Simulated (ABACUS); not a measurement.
# InP (F-43m) in ABACUS: notebook

Aim: see how the results for InP move with the level of theory and the settings. Levels: rSCAN, TM. Tasks: band structure, equation of state.

All numbers are computed with ABACUS 3.10.1; they aren't measurements. Logs are shortened: lines on timing, memory, paths and dates and some standing lists are left out, and cuts for length are marked.

**Measured values to compare with.**

From a printed reference work, data compilation, for a bulk crystal of InP at 1.6 K: band gap 1.4236 eV (direct).

The runs below are set against these values where they give the same quantity.

## Step 1: The structure

Symmetry: F-43m, No. 216, cubic system. The conventional cell has a = 5.861 Å, b = 5.861 Å, c = 5.861 Å, α = 90.00°, β = 90.00°, γ = 90.00°. Around In (site symmetry -43m) lie 4 P at 2.54 Å. Around P (site symmetry -43m) lie 4 In at 2.54 Å.

## Step 2: Band structure, rSCAN

INPUT reads:

```
INPUT_PARAMETERS
suffix              InP
calculation         nscf
basis_type          pw
pseudo_dir          ./
symmetry            -1
dft_functional      MGGA_X_RSCAN+MGGA_C_RSCAN
ecutwfc             82.0
pseudo_rcut         10
nspin               1
nbands              19
ks_solver           dav
smearing_method     fd
smearing_sigma      0.00367493
scf_thr             1e-08
scf_nmax            100
mixing_type         broyden
mixing_beta         0.7
mixing_tau          1
init_chg            file
pw_diag_thr         1e-07
out_band            1
kpar                4
```

STRU reads:

```
ATOMIC_SPECIES
In 114.8180 In_ONCV_PBE-1.2.upf
P 30.9738 P_ONCV_PBE-1.2.upf

LATTICE_CONSTANT
1.8897261246

LATTICE_VECTORS
0.0000000000 2.9305000000 2.9305000000
2.9305000000 0.0000000000 2.9305000000
2.9305000000 2.9305000000 0.0000000000

ATOMIC_POSITIONS
Direct

In
0.0
1
0.0000000000 0.0000000000 0.0000000000 1 1 1

P
0.0
1
0.2500000000 0.2500000000 0.2500000000 1 1 1
```

KPT reads:

```
K_POINTS
12
Line
0.00000000 0.00000000 0.00000000 10 // G
0.50000000 0.00000000 0.50000000 10 // X
0.50000000 0.25000000 0.75000000 10 // W
0.37500000 0.37500000 0.75000000 10 // K
0.00000000 0.00000000 0.00000000 10 // G
0.50000000 0.50000000 0.50000000 10 // L
0.62500000 0.25000000 0.62500000 10 // U
0.50000000 0.25000000 0.75000000 10 // W
0.50000000 0.50000000 0.50000000 10 // L
0.37500000 0.37500000 0.75000000 1 // K
0.62500000 0.25000000 0.62500000 10 // U
0.50000000 0.00000000 0.50000000 1 // X
```

Potentials or basis: SG15 ONCV 1.2 PBE, plane waves.

The run is started by

```sh
OMP_NUM_THREADS=1 mpirun -np 4 abacus > log
```

running log:

```text
ABACUS v3.10.1

               Atomic-orbital Based Ab-initio Computation at UStc

 ------------------------------------------------------------------------------------

 READING GENERAL INFORMATION
                           global_out_dir = OUT.InP/
                           global_in_card = INPUT
                               pseudo_dir = ./
[... 8 lines left out ...]

 READING ATOM TYPE 1
                               atom label = In
                      L=0, number of zeta = 1
                      L=1, number of zeta = 1
                      L=2, number of zeta = 1
             number of atom for this type = 1

 READING ATOM TYPE 2
                               atom label = P
                      L=0, number of zeta = 1
                      L=1, number of zeta = 1
                      L=2, number of zeta = 1
             number of atom for this type = 1

                        TOTAL ATOM NUMBER = 2
DIRECT COORDINATES
    atom                   x                   y                   z     mag                  vx                  vy                  vz
taud_In1            0.0000000000        0.0000000000        0.0000000000  0.0000        0.0000000000        0.0000000000        0.0000000000
taud_P1            0.2500000000        0.2500000000        0.2500000000  0.0000        0.0000000000        0.0000000000        0.0000000000

                          Volume (Bohr^3) = 339.666
                             Volume (A^3) = 50.3332

 Lattice vectors: (Cartesian coordinate: in unit of a_0)
                   +0             +2.9305             +2.9305
              +2.9305                  +0             +2.9305
              +2.9305             +2.9305                  +0
 Reciprocal vectors: (Cartesian coordinate: in unit of 2 pi/a_0)
            -0.170619           +0.170619           +0.170619
            +0.170619           -0.170619           +0.170619
            +0.170619           +0.170619           -0.170619
 The esolver type has been set to : ksdft_pw

                PAO radial cut off (Bohr) = 10

 Read in pseudopotential file is In_ONCV_PBE-1.2.upf
                     pseudopotential type = NC
          exchange-correlation functional = PBE
                 nonlocal core correction = 0
                        valence electrons = 13
                                     lmax = 2
                           number of zeta = 0
                     number of projectors = 6
                           L of projector = 0
                           L of projector = 0
                           L of projector = 1
                           L of projector = 1
                           L of projector = 2
                           L of projector = 2
 XC functional updated to : MGGA_X_RSCAN+MGGA_C_RSCAN
          exchange-correlation functional = MGGA_X_RSCAN+MGGA_C_RSCAN
                PAO radial cut off (Bohr) = 10

 Read in pseudopotential file is P_ONCV_PBE-1.2.upf
                     pseudopotential type = NC
          exchange-correlation functional = PBE
                 nonlocal core correction = 0
                        valence electrons = 5
                                     lmax = 1
                           number of zeta = 0
                     number of projectors = 4
                           L of projector = 0
                           L of projector = 0
                           L of projector = 1
                           L of projector = 1
 XC functional updated to : MGGA_X_RSCAN+MGGA_C_RSCAN
          exchange-correlation functional = MGGA_X_RSCAN+MGGA_C_RSCAN
     initial pseudo atomic orbital number = 0

 SETUP THE ELECTRONS NUMBER
            electron number of element In = 13
      total electron number of element In = 13
             electron number of element P = 5
       total electron number of element P = 5
            AUTOSET number of electrons:  = 18
                           occupied bands = 9
                                   NBANDS = 19
                                   NLOCAL = 18

[... 53 lines left out ...]
 try to read kinetic energy density from file
 Read in the kinetic energy density: OUT.InP//InP-TAU-DENSITY.restart

 PW ALGORITHM --------------- ION=   1  ELEC=   1--------------------------------
 k(1/102) Iter steps (avg)=13 threshold=1e-07
 k(2/102) Iter steps (avg)=14 threshold=1e-07
 k(3/102) Iter steps (avg)=15 threshold=1e-07
 k(4/102) Iter steps (avg)=14 threshold=1e-07
 k(5/102) Iter steps (avg)=14 threshold=1e-07
 k(6/102) Iter steps (avg)=15 threshold=1e-07
 k(7/102) Iter steps (avg)=18 threshold=1e-07
 k(8/102) Iter steps (avg)=29 threshold=1e-07
 k(9/102) Iter steps (avg)=20 threshold=1e-07
 k(10/102) Iter steps (avg)=20 threshold=1e-07
[... 6 lines left out ...]
 k(17/102) Iter steps (avg)=18 threshold=1e-07
 k(18/102) Iter steps (avg)=19 threshold=1e-07
 k(19/102) Iter steps (avg)=23 threshold=1e-07
 k(20/102) Iter steps (avg)=25 threshold=1e-07
 k(21/102) Iter steps (avg)=31 threshold=1e-07
 k(22/102) Iter steps (avg)=31 threshold=1e-07
 k(23/102) Iter steps (avg)=26 threshold=1e-07
 k(24/102) Iter steps (avg)=32 threshold=1e-07
 k(25/102) Iter steps (avg)=31 threshold=1e-07
 k(26/102) Iter steps (avg)=28 threshold=1e-07
[... levels at 26 k points of this process ...]

 Density error is 0.00000000000
                          Error Threshold = 1.00000000000e-07
----------------------------------------------------------
     Energy           Rydberg                 eV
----------------------------------------------------------
 E_KohnSham     -117.1256909175      -1593.5767786654
 E_KS(sigma->0) -117.1256893679      -1593.5767575820
 E_Harris       -117.1256909175      -1593.5767786654
 E_band         -3.4471783642        -46.9012677759
 E_one_elec     -40.8752834193       -556.1367618671
 E_Hartree      30.1381977577        410.0512169549
 E_xc           -16.6681979591       -226.7824676363
 E_Ewald        -89.7204041976       -1220.7087239502
 E_entropy(-TS) -0.0000030992        -0.0000421666
 E_descf        0.0000000000         0.0000000000
 E_exx          0.0000000000         0.0000000000
 E_Fermi        0.5721026187         7.7838554544
----------------------------------------------------------

 charge density convergence is achieved
 final etot is -1593.5767787 eV
 EFERMI = 7.7838554544 eV

 STATE ENERGY(eV) AND OCCUPATIONS    NSPIN == 1
 1/26 kpoint (Cartesian) = 0.0000 0.0000 0.0000 (4279 pws)
       1       -6.75564      0.0196078
       2       -6.75564      0.0196078
       3       -6.75564      0.0196078
       4       -6.56822      0.0196078
       5       -6.56822      0.0196078
       6       -4.77482      0.0196078
[... 11 lines left out ...]
      18        19.2783        0.00000
      19        19.2783        0.00000

 2/26 kpoint (Cartesian) = 0.0000 0.017062 0.0000 (4280 pws)
       1       -6.76468      0.0196078
       2       -6.75273      0.0196078
       3       -6.75273      0.0196078
       4       -6.56932      0.0196078
       5       -6.56722      0.0196078
       6       -4.73163      0.0196078
[... 11 lines left out ...]
      18        19.3657        0.00000
      19        19.5338        0.00000

 3/26 kpoint (Cartesian) = 0.0000 0.034124 0.0000 (4272 pws)
       1       -6.78949      0.0196078
       2       -6.74426      0.0196078
       3       -6.74426      0.0196078
       4       -6.57279      0.0196078
       5       -6.56431      0.0196078
       6       -4.60453      0.0196078
[... 11 lines left out ...]
      18        19.6273        0.00000
      19        19.9145        0.00000

 4/26 kpoint (Cartesian) = 0.0000 0.051186 0.0000 (4260 pws)
       1       -6.82470      0.0196078
       2       -6.73093      0.0196078
       3       -6.73093      0.0196078
       4       -6.57874      0.0196078
       5       -6.55977      0.0196078
       6       -4.39994      0.0196078
[... 11 lines left out ...]
      18        20.0610        0.00000
      19        20.3038        0.00000

 5/26 kpoint (Cartesian) = 0.0000 0.068248 0.0000 (4252 pws)
       1       -6.86450      0.0196078
       2       -6.71391      0.0196078
       3       -6.71391      0.0196078
       4       -6.58686      0.0196078
       5       -6.55405      0.0196078
       6       -4.12644      0.0196078
[... 11 lines left out ...]
      18        20.6617        0.00000
      19        20.7801        0.00000

 6/26 kpoint (Cartesian) = 0.0000 0.085310 0.0000 (4256 pws)
       1       -6.90413      0.0196078
       2       -6.69475      0.0196078
       3       -6.69475      0.0196078
       4       -6.59640      0.0196078
       5       -6.54771      0.0196078
       6       -3.79437      0.0196078
[... 11 lines left out ...]
      18        21.4185        0.00000
      19        21.4185        0.00000

[... levels at 20 further k points ...]

 --------------------------------------------
 !FINAL_ETOT_IS -1593.576778665351 eV
 --------------------------------------------

 Output bands in file: OUT.InP/BANDS_1.dat
```

It took 57 s on 4 MPI ranks of Intel Xeon Platinum 8375C at 2.90GHz (Ice Lake), shared host; peak memory 0.48 GiB.

Results:

| Quantity | Value |
| --- | --- |
| Band gap along the path | 0.74 eV, direct |

Levels at the corners of the path, in eV from the Fermi level:
```csv
point,band 6,band 7,band 8,band 9,band 10,band 11,band 12,band 13
Γ,-12.55,-0.40,-0.40,-0.40,0.34,3.88,3.88,3.88
X,-9.99,-6.53,-2.87,-2.87,1.60,2.00,9.36,9.68
W,-9.90,-6.39,-3.49,-3.46,4.14,4.25,5.50,6.19
K,-10.00,-6.38,-3.86,-2.47,2.15,4.24,7.55,7.58
Γ,-12.55,-0.40,-0.40,-0.40,0.34,3.88,3.88,3.88
L,-10.68,-6.46,-1.45,-1.45,1.16,4.71,4.71,7.18
U,-10.00,-6.38,-3.86,-2.47,2.15,4.24,7.55,7.58
W,-9.90,-6.39,-3.49,-3.46,4.14,4.25,5.50,6.19
L,-10.68,-6.46,-1.45,-1.45,1.16,4.71,4.71,7.18
K,-10.00,-6.38,-3.86,-2.47,2.15,4.24,7.55,7.58
U,-10.00,-6.38,-3.86,-2.47,2.15,4.24,7.55,7.58
X,-9.99,-6.53,-2.87,-2.87,1.60,2.00,9.36,9.68
```

Caveat: the density is read from an earlier self-consistent run, whose mesh may be coarse; the potentials were made for another functional, which shifts forces and pressure; spin-orbit coupling is left out, which moves the levels of the heavy elements.

## Step 3: Band structure, TM

Changes to INPUT since step 2:

```diff
@@ -6,3 +6,3 @@
 symmetry            -1
-dft_functional      MGGA_X_RSCAN+MGGA_C_RSCAN
+dft_functional      MGGA_X_TM+MGGA_C_TM
 ecutwfc             82.0
```

Changes to STRU since step 2:

```diff
@@ -23,2 +23,2 @@
 1
-0.2500000000 0.2500000000 0.2500000000 1 1 1
+0.7500000000 0.7500000000 0.7500000000 1 1 1
```

KPT is that of step 2.

Potentials or basis: SG15 ONCV 1.2 PBE, plane waves.

The run is started by

```sh
OMP_NUM_THREADS=1 mpirun -np 4 abacus > log
```

Wall time 84 s (4 MPI ranks of Intel Xeon Platinum 8259CL at 2.50GHz (Skylake/Cascade Lake), shared host); peak memory 0.48 GiB.

It converged, with:

- Band gap along the path: 0.82 eV, direct

Levels at the corners of the path, in eV from the Fermi level:
```csv
point,band 5,band 6,band 7,band 8,band 9,band 10,band 11,band 12,band 13,band 14
Γ,-14.35,-11.99,-0.44,-0.44,-0.44,0.38,3.74,3.74,3.74,7.69
X,-14.32,-9.62,-6.14,-2.76,-2.76,1.21,1.79,8.66,9.25,9.25
W,-14.34,-9.54,-5.98,-3.41,-3.36,3.69,4.04,5.19,5.61,9.77
K,-14.33,-9.63,-5.99,-3.76,-2.38,1.86,3.93,6.99,7.14,7.82
Γ,-14.35,-11.99,-0.44,-0.44,-0.44,0.38,3.74,3.74,3.74,7.69
L,-14.34,-10.26,-6.14,-1.41,-1.41,1.13,4.40,4.40,6.30,8.77
U,-14.33,-9.63,-5.99,-3.76,-2.38,1.86,3.93,6.99,7.14,7.82
W,-14.34,-9.54,-5.98,-3.41,-3.36,3.69,4.04,5.19,5.61,9.77
L,-14.34,-10.26,-6.14,-1.41,-1.41,1.13,4.40,4.40,6.30,8.77
K,-14.33,-9.63,-5.99,-3.76,-2.38,1.86,3.93,6.99,7.14,7.82
U,-14.33,-9.63,-5.99,-3.76,-2.38,1.86,3.93,6.99,7.14,7.82
X,-14.32,-9.62,-6.14,-2.76,-2.76,1.21,1.79,8.66,9.25,9.25
```

Caveat: the density is read from an earlier self-consistent run, whose mesh may be coarse; the potentials were made for another functional, which shifts forces and pressure; spin-orbit coupling is left out, which moves the levels of the heavy elements.

## Step 4: Equation of state, TM, 23.66 Å³/atom (volume scaled by 0.94)

INPUT reads:

```
INPUT_PARAMETERS
suffix              InP
calculation         scf
basis_type          pw
pseudo_dir          ./
symmetry            1
dft_functional      MGGA_X_TM+MGGA_C_TM
ecutwfc             82
pseudo_rcut         10
nspin               1
nbands              13
ks_solver           dav
smearing_method     fd
smearing_sigma      0.00367493
scf_thr             1e-08
scf_nmax            100
mixing_type         broyden
mixing_beta         0.7
cal_force           1
cal_stress          1
mixing_tau          1
kpar                4
```

STRU reads:

```
ATOMIC_SPECIES
In 114.8180 In_ONCV_PBE-1.2.upf
P 30.9738 P_ONCV_PBE-1.2.upf

LATTICE_CONSTANT
1.8897261246

LATTICE_VECTORS
0.0000000000 2.8706770916 2.8706770916
2.8706770916 0.0000000000 2.8706770916
2.8706770916 2.8706770916 0.0000000000

ATOMIC_POSITIONS
Cartesian

In
0.0
1
0.0000000000 0.0000000000 0.0000000000 1 1 1

P
0.0
1
4.3060156374 4.3060156374 4.3060156374 1 1 1
```

KPT reads:

```
K_POINTS
0
Gamma
5 5 5 0 0 0
```

The run is started by

```sh
OMP_NUM_THREADS=1 mpirun -np 4 abacus > log
```

It took 19 s on 4 MPI ranks of Intel Xeon Platinum 8259CL at 2.50GHz (Skylake/Cascade Lake), shared host; peak memory 0.4 GiB.

Results (log left out):

| Item | Value |
| --- | --- |
| Free energy | -1599.2003 eV |
| Pressure | 5.9 GPa |
| Band gap on the k mesh | 1.15 eV, direct |

Caveat: the potentials were made for another functional, which shifts forces and pressure; spin-orbit coupling is left out, which moves the levels of the heavy elements.

## Step 5: Equation of state, TM, 24.66 Å³/atom (volume scaled by 0.98)

INPUT is that of step 4.

STRU reads:

```
ATOMIC_SPECIES
In 114.8180 In_ONCV_PBE-1.2.upf
P 30.9738 P_ONCV_PBE-1.2.upf

LATTICE_CONSTANT
1.8897261246

LATTICE_VECTORS
0.0000000000 2.9108316221 2.9108316221
2.9108316221 0.0000000000 2.9108316221
2.9108316221 2.9108316221 0.0000000000

ATOMIC_POSITIONS
Cartesian

In
0.0
1
0.0000000000 0.0000000000 0.0000000000 1 1 1

P
0.0
1
4.3662474332 4.3662474332 4.3662474332 1 1 1
```

KPT is that of step 4.

The run is started by

```sh
OMP_NUM_THREADS=1 mpirun -np 4 abacus > log
```

Wall time 18 s (4 MPI ranks of Intel Xeon Platinum 8259CL at 2.50GHz (Skylake/Cascade Lake), shared host); peak memory 0.4 GiB.

The run converged. Its results:

```
Free energy            : -1599.2510 eV
Pressure               : 2.3 GPa
Band gap on the k mesh : 0.93 eV, direct
```

Caveat: the potentials were made for another functional, which shifts forces and pressure; spin-orbit coupling is left out, which moves the levels of the heavy elements.

## Step 6: Equation of state, TM, 25.67 Å³/atom (volume scaled by 1.02)

INPUT is that of step 5.

STRU reads:

```
ATOMIC_SPECIES
In 114.8180 In_ONCV_PBE-1.2.upf
P 30.9738 P_ONCV_PBE-1.2.upf

LATTICE_CONSTANT
1.8897261246

LATTICE_VECTORS
0.0000000000 2.9499078504 2.9499078504
2.9499078504 0.0000000000 2.9499078504
2.9499078504 2.9499078504 0.0000000000

ATOMIC_POSITIONS
Cartesian

In
0.0
1
0.0000000000 0.0000000000 0.0000000000 1 1 1

P
0.0
1
4.4248617756 4.4248617756 4.4248617756 1 1 1
```

KPT is that of step 5.

Potentials or basis: SG15 ONCV 1.2 PBE, plane waves.

The run is started by

```sh
OMP_NUM_THREADS=1 mpirun -np 4 abacus > log
```

Run time: 19 s. Hardware: 4 MPI ranks of Intel Xeon Platinum 8259CL at 2.50GHz (Skylake/Cascade Lake), shared host; peak memory 0.4 GiB.

The run converged. Its results:

```yaml
Free_energy: -1599.2612 eV
Pressure: -0.6 GPa
Band_gap_on_the_k_mesh: 0.71 eV, direct
```

Caveat: the potentials were made for another functional, which shifts forces and pressure; spin-orbit coupling is left out, which moves the levels of the heavy elements.

## Step 7: Equation of state, TM, 26.68 Å³/atom (volume scaled by 1.06)

INPUT is that of step 6.

STRU reads:

```
ATOMIC_SPECIES
In 114.8180 In_ONCV_PBE-1.2.upf
P 30.9738 P_ONCV_PBE-1.2.upf

LATTICE_CONSTANT
1.8897261246

LATTICE_VECTORS
0.0000000000 2.9879753761 2.9879753761
2.9879753761 0.0000000000 2.9879753761
2.9879753761 2.9879753761 0.0000000000

ATOMIC_POSITIONS
Cartesian

In
0.0
1
0.0000000000 0.0000000000 0.0000000000 1 1 1

P
0.0
1
4.4819630642 4.4819630642 4.4819630642 1 1 1
```

KPT is that of step 6.

The run is started by

```sh
OMP_NUM_THREADS=1 mpirun -np 4 abacus > log
```

Wall time 19 s (4 MPI ranks of Intel Xeon Platinum 8259CL at 2.50GHz (Skylake/Cascade Lake), shared host); peak memory 0.44 GiB.

The run converged. Its results:

```
Free energy            : -1599.2388 eV
Pressure               : -2.9 GPa
Band gap on the k mesh : 0.50 eV, direct
```

Caveat: the potentials were made for another functional, which shifts forces and pressure; spin-orbit coupling is left out, which moves the levels of the heavy elements.

## Step 8: Equation of state, TM

This step only gathers the single runs of the series.

What came out:

```
Equilibrium volume                      : 25.45 Å³/atom
Bulk modulus                            : 68 GPa
Pressure derivative of the bulk modulus : 4.5 (rough: it moves with the points fitted)
```

Energy against volume, from the lowest point:
```csv
volume (Å³/atom),energy (meV/atom)
23.657,30.45
24.663,5.10
25.670,0.00
26.677,11.16
```

Caveat: the k mesh is coarse (spacing up to 0.37 Å⁻¹), so the values aren't converged; the potentials were made for another functional, which shifts forces and pressure.

## Step 9: Comparison with measurements

Step 2. A measured gap of InP is 1.4236 eV (direct; 1.6 K; a printed reference work, data compilation); the calculated 0.74 eV misses it by -0.68 eV. Spin-orbit coupling on In is left out. The value is that of rSCAN, without temperature or zero-point motion.

Step 3. Against the measured gap of InP, 1.4236 eV (direct; 1.6 K; a printed reference work, data compilation), the calculated 0.82 eV is off by -0.61 eV. Spin-orbit coupling on In is left out. The value is that of TM, without temperature or zero-point motion.
